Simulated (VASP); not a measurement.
Set up this calculation in VASP 6.6.1, as the native input.

* Task: single point
* Functional: PBEsol
* Potentials or basis: VASP PAW PBE potentials, release 64 (Ni, Si)
* Cutoff: 520 eV
* k mesh: 9 × 9 × 9
* Occupations: fermi-dirac, width 0.05 eV
* Spin: collinear spin, ferromagnetic start
* Starting moments: [1.0, 0.0, 0.0] μB
* Ladder: free
* Further INCAR settings: ALGO = Normal; EDIFF = 1e-07; NBANDS = 20

The structure of Si2Ni lies in POSCAR:

```
Si2Ni
1.0
    0.0000000000      2.7030000000      2.7030000000
    2.7030000000      0.0000000000      2.7030000000
    2.7030000000      2.7030000000      0.0000000000
Ni Si
1 2
Direct
    0.0049260000      0.0098940000     -0.0046020000
    0.7533160000      0.7508790000      0.7664170000
    0.2446960000      0.2529610000      0.2551780000
```

The cell isn't the ideal one: atoms moved at random, drawn with an rms of 0.05 Å.

One way to write it, as run:

INCAR

```
SYSTEM = Si2Ni
PREC     = Accurate       ! precision mode
ENCUT    = 520            ! plane-wave cutoff, eV
EDIFF    = 1E-7           ! SCF threshold, eV
ISMEAR   = -1             ! smearing method
SIGMA    = 0.05           ! smearing width, eV
LREAL    = .FALSE.        ! projectors in reciprocal space
LASPH    = .TRUE.         ! aspherical terms in the spheres
NELM     = 120            ! most SCF steps
ALGO     = Normal         ! electronic algorithm
ISIF     = 2              ! what is computed and relaxed
LWAVE    = .FALSE.        ! write WAVECAR
LCHARG   = .FALSE.        ! write CHGCAR
ISPIN    = 2              ! spin polarisation
MAGMOM   = 1 0 0          ! initial moments
LORBIT   = 11             ! projections on sites
LMAXMIX  = 4              ! l up to which the mixer works
GGA      = PS             ! functional
NBANDS   = 20             ! bands
```

KPOINTS

```
Automatic mesh
0
G
  9 9 9
  0 0 0
```

Potentials or basis: VASP PAW PBE potentials, release 64 (Ni, Si).

Launch:

```bash
$ cat potpaw_PBE.64/Ni/POTCAR potpaw_PBE.64/Si/POTCAR > POTCAR
$ mpirun -np 1 vasp_std > vasp.out
```

Results of the run:

| Quantity | Value |
| --- | --- |
| Pressure | -0.6 GPa |
| Largest force | 0.459 eV/Å |
| Band gap on the k mesh | none (metal or under the smearing width) |
| Net moment | 0.00 μB per cell |
| Valence electrons inside the program's atomic spheres | Ni 9.83; Si 1.59 |

Caveat: the PAW data sets were made with another functional, which shifts forces and pressure a little.

Wall time 4.2 min on 1 thread of Intel(R) Xeon(R) 6975P-C (Granite Rapids), on a shared host, peak memory 0.5 GiB.
